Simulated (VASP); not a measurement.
Wanted: the native input for a VASP 6.6.1 run.

```
Task                   : single point
Functional             : PBE
Potentials or basis    : VASP PAW PBE potentials, release 64 (Cd, O)
Cutoff                 : 520 eV
k mesh                 : 12 × 12 × 12
Occupations            : gaussian, width 0.02 eV
Spin                   : no spin polarisation
Further INCAR settings : ALGO = Normal; EDIFF = 1e-07; AMIX = 0.2
```

The structure of CdO lies in POSCAR:

```
CdO                                     
1.0
    0.0000000000      2.3426318688      2.3426318688
    2.3426318688     -0.0000000000      2.3426318688
    2.3426318688      2.3426318688     -0.0000000000
  Cd              O             
     1     1
Direct
     1.0000000000000000    0.0000000000000000    0.0000000000000000
     0.5000000000000000    0.5000000000000000    0.5000000000000000
```

The cell isn't the ideal one: a relaxed cell with its volume scaled by 0.94.

One way to write it, as run:

INCAR

```
SYSTEM = CdO
PREC = Accurate
ENCUT = 520
EDIFF = 1E-7
ISMEAR = 0
SIGMA = 0.02
LREAL = .FALSE.
LASPH = .TRUE.
NELM = 100
ALGO = Normal
ISIF = 2
LWAVE = .FALSE.
LCHARG = .FALSE.
GGA = PE
AMIX = 0.2
```

KPOINTS

```
Automatic mesh
0
G
  12 12 12
  0 0 0
```

Potentials or basis: VASP PAW PBE potentials, release 64 (Cd, O).

Run with:

```bash
$ cat potpaw_PBE.64/Cd/POTCAR potpaw_PBE.64/O/POTCAR > POTCAR
$ mpirun -np 1 vasp_std > vasp.out
```

Results of the run:

- Pressure: 9.0 GPa
- Band gap on the k mesh: none (metal or under the smearing width)

Wall time 25 s on 1 thread of Intel(R) Xeon(R) Platinum 8375C CPU @ 2.90GHz (Ice Lake), with other jobs on the host, peak memory 0.17 GiB.
